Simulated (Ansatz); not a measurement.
# Ir: enthalpies of structure types against pressure

All-electron LAPW in Ansatz 0.2.0 under PBE, scalar-relativistic, energies extrapolated to zero smearing. Each structure type was compressed from its own relaxed volume, symmetry kept and shape relaxed on PAW files, and E(V) was fitted to energies and pressures; H = E + pV has no temperature or zero-point term. Only these types were tried: sc (Pm-3m, 17×17×17 mesh, 16.99 Å³/atom at rest); omega (P6/mmm, 8×8×11 mesh, 14.97 Å³/atom at rest); bcc (Im-3m, 17×17×17 mesh, 15.05 Å³/atom at rest); fcc (Fm-3m, 17×17×17 mesh, 14.51 Å³/atom at rest). Spin polarisation is left out. Spin–orbit coupling is left out; Fermi–Dirac smearing is 0.05 to 0.1 eV. Enthalpies carry a few meV/atom of noise from meshes and fits.

Enthalpies against fcc:

```tsv
p (GPa)	sc (meV/atom)	omega (meV/atom)	bcc (meV/atom)	fcc (meV/atom)
0	1000	338	641	0
56	1698	468	785	0
150	2521	619	932	0
280	3373	771	1056	0
560	4732	1002	1194	0
930	6069	1205	1258	0
1400	7401	1373	1257	0
1800	8355	1470	1217	0
```

(1) What sequence of phases does this give?

Results:

(1) Among the types tried, fcc is lowest at zero pressure and stays so up to 1900 GPa.
